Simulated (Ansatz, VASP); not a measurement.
# One calculation of WS2 (Tungstenite), two programs

INCAR

```
PREC     = Accurate       # precision mode
ENCUT    = 520            # plane-wave cutoff, eV
EDIFF    = 1E-6           # SCF threshold, eV
ISMEAR   = -1             # smearing method
SIGMA    = 0.03           # smearing width, eV
LREAL    = F              # projectors in reciprocal space
LASPH    = T              # aspherical terms in the spheres
NELM     = 60             # most SCF steps
ALGO     = Normal         # electronic algorithm
ISIF     = 2              # what is computed and relaxed
LWAVE    = F              # write WAVECAR
LCHARG   = F              # write CHGCAR
GGA      = PS             # functional
NBANDS   = 35             # bands
```

KPOINTS

```
regular mesh
0
Gamma
  6 6 2
```

Contents of POSCAR:

```
WS2
1.0
    3.1800000000      0.0000000000      0.0000000000
   -1.5900000000      2.7539607840      0.0000000000
    0.0000000000      0.0000000000     12.5000000000
W S
2 4
Direct
    0.6666666667      0.3333333333      0.7500000000
    0.3333333333      0.6666666667      0.2500000000
    0.6666666667      0.3333333333      0.3750000000
    0.3333333333      0.6666666667      0.8750000000
    0.6666666667      0.3333333333      0.1250000000
    0.3333333333      0.6666666667      0.6250000000
```

Contents of input.yaml:

```yaml
crystal:
  lattice:
    - [3.18, 0.0, 0.0]
    - [-1.59, 2.753960784, 0.0]
    - [0.0, 0.0, 12.5]
  atoms:
    - { symbol: W, position: [0.6666666667, 0.3333333333, 0.75] }
    - { symbol: W, position: [0.3333333333, 0.6666666667, 0.25] }
    - { symbol: S, position: [0.6666666667, 0.3333333333, 0.375] }
    - { symbol: S, position: [0.3333333333, 0.6666666667, 0.875] }
    - { symbol: S, position: [0.6666666667, 0.3333333333, 0.125] }
    - { symbol: S, position: [0.3333333333, 0.6666666667, 0.625] }
kpoints:
  mp_grid: { grid: [6, 6, 2] }
scf:
  occupations: { method: fermi_dirac, width: 0.03 }
hamiltonian:
  xc: pbesol
  pseudopotentials: { kind: all_electron, lapw: { basis_error: 0.002 } }
output:
  forces: true
  stress: true
  eigenvalues: true
```

Alike in both runs: task single point; functional PBEsol; k mesh 6 × 6 × 2; occupations fermi-dirac, width 0.03 eV; no spin polarisation.

|  | VASP | Ansatz |
| --- | --- | --- |
| version | VASP 6.6.1 | Ansatz 0.2.0 |
| potentials or method | VASP PAW PBE potentials, release 64 (W_sv, S) | all-electron LAPW, scalar-relativistic |
| plane-wave cutoff (eV) | 520 | see its input |

Ansatz gave:

```
gap on the k mesh at the Fermi level (eV)       : 1.01
least direct gap on the mesh (eV)               : 1.72
pressure (GPa)                                  : -2.6
largest component of the traceless stress (GPa) : 1.61
rms of the force components (eV/Å)              : 0.069
```

Question: Which values does VASP return?

Answer: gap on the k mesh at the Fermi level (eV): 1.02; least direct gap on the mesh (eV): 1.73; pressure (GPa): -2.6; largest component of the traceless stress (GPa): 1.65; rms of the force components (eV/Å): 0.061.

Atom by atom the forces differ by 0.008 eV/Å (rms over components). Ansatz ran all-electron here, so the differences hold the error of VASP's frozen core and of both bases.

Caveats: spin-orbit coupling is left out, which moves the levels of the heavy elements; this functional lacks dispersion, which binds the layers, so the pressure and a relaxed spacing across them are unreliable; the PAW data sets were made with another functional, which shifts forces and pressure a little (VASP). A k mesh can miss the band edges. PBEsol gaps usually lie below the measured ones, often by a third to a half.
